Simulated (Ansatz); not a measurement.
# What spin–orbit coupling does to the bands of CdS

```yaml
crystal:
  lattice:
    - [0.00000, 2.91000, 2.91000]
    - [2.91000, 0.00000, 2.91000]
    - [2.91000, 2.91000, 0.00000]
  atoms:
    - { symbol: Cd, position: [0.00000, 0.00000, 0.00000] }
    - { symbol: S, position: [0.75000, 0.75000, 0.75000] }
```

Atom numbers follow the list: Cd1, S2.

The cell is COD entry 1011260, as deposited and not checked against the literature; nothing was relaxed. It is an old determination, and later ones may differ.

All numbers are computed: DFT, PBE, all-electron LAPW, scalar-relativistic (Ansatz 0.2.0); DFT, PBE, all-electron LAPW, Dirac equation with spin-orbit coupling (Ansatz 0.2.0).

Numerical set-up: a Γ-centred 9×9×9 k mesh, Fermi–Dirac smearing of 0.03 eV, basis error target 0.5 meV/atom, no spin polarisation.

Levels between -8 and 5 eV, each run counted from its own valence-band top. Scalar levels are listed once for both spins; with the coupling every spinor state is counted. Levels near the edges of the range can cross them.

Problem. At Γ (0.000, 0.000, 0.000) the scalar-relativistic levels are -7.75 (×3), -7.26 (×2), 0.00 (×3), 1.16. What are they with spin–orbit coupling?

Solution. -7.52 (×2), -7.14 (×4), -0.04 (×2), 0.00 (×4), 1.15 (×2).

Problem. At W (-0.500, -0.250, 0.250) the scalar-relativistic levels are -7.51, -7.49, -7.30, -7.25, -6.62, -3.93, -2.29, -2.21. What are they with spin–orbit coupling?

Solution. -7.83 (×2), -7.77, -7.43, -7.28, -7.19, -7.07, -7.04, -6.60, -6.45, -3.96, -3.93, -2.35, -2.27, -2.24, -2.20.

Problem. At X (-0.500, -0.500, 0.000) the scalar-relativistic levels are -7.53, -7.39 (×2), -7.17, -6.81, -3.98, -1.90 (×2), 3.55, 4.36. What are they with spin–orbit coupling?

Solution. -7.86 (×2), -7.56 (×2), -7.23 (×2), -7.05 (×2), -6.67 (×2), -3.99 (×2), -1.93 (×2), -1.91 (×2), 3.53 (×2), 4.35 (×2).

Problem. Without the coupling the gap is 1.16 eV, direct at Γ. And with it?

Solution. 1.15 eV, direct at Γ.
